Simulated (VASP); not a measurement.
Here is a VASP 6.6.1 calculation.

File INCAR:

```
SYSTEM = SnTe
ALGO     = Normal         ! electronic algorithm
EDIFF    = 1E-6           ! SCF threshold, eV
ENCUT    = 520            ! plane-wave cutoff, eV
GGA      = PE             ! functional
ISIF     = 2              ! what is computed and relaxed
ISMEAR   = -1             ! smearing method
LASPH    = .TRUE.         ! aspherical terms in the spheres
LCHARG   = .TRUE.         ! write CHGCAR
LELF     = .TRUE.         ! ELF
LREAL    = .FALSE.        ! projectors in reciprocal space
LVHAR    = .TRUE.       
LWAVE    = .FALSE.        ! write WAVECAR
NBANDS   = 17             ! bands
NELM     = 100            ! most SCF steps
PREC     = Accurate       ! precision mode
SIGMA    = 0.02           ! smearing width, eV
```

File KPOINTS:

```
k-points
0
G
  8 8 8
  0 0 0
```

File POSCAR:

```
SnTe
1.0
    0.0000000000      3.1893545730      3.1893545730
    3.1893545730      0.0000000000      3.1893545730
    3.1893545730      3.1893545730      0.0000000000
Sn Te
1 1
Direct
    0.0000000000      0.0000000000      0.0000000000
    0.5000000000      0.5000000000      0.5000000000
```

Potentials or basis: VASP PAW PBE potentials, release 64 (Sn_d, Te).

The run is started by

```console
$ cat potpaw_PBE.64/Sn_d/POTCAR potpaw_PBE.64/Te/POTCAR > POTCAR
$ mpirun -np 1 vasp_std > vasp.out
```

Task: Predict the band gap on the k mesh.

Result: 0.01 eV.

Task: Estimate the pressure.

Result: 0.6 GPa.

Caveat: semilocal functionals underestimate gaps, and a narrow one can read as zero; spin-orbit coupling is left out, which moves the levels of the heavy elements.

**Measured values to compare with.**

A printed reference work, textbook reports, for a bulk crystal of SnTe at 300 K: band gap 0.18 eV (direct).

A measured gap of SnTe is 0.18 eV (direct; 300 K; a printed reference work, textbook); the calculated 0.01 eV misses it by -0.17 eV. Spin-orbit coupling on Sn, Te is left out. The value is that of PBE on a finite k mesh, which can miss the band edges, without temperature or zero-point motion. Semilocal functionals fall short of measured gaps as a rule.
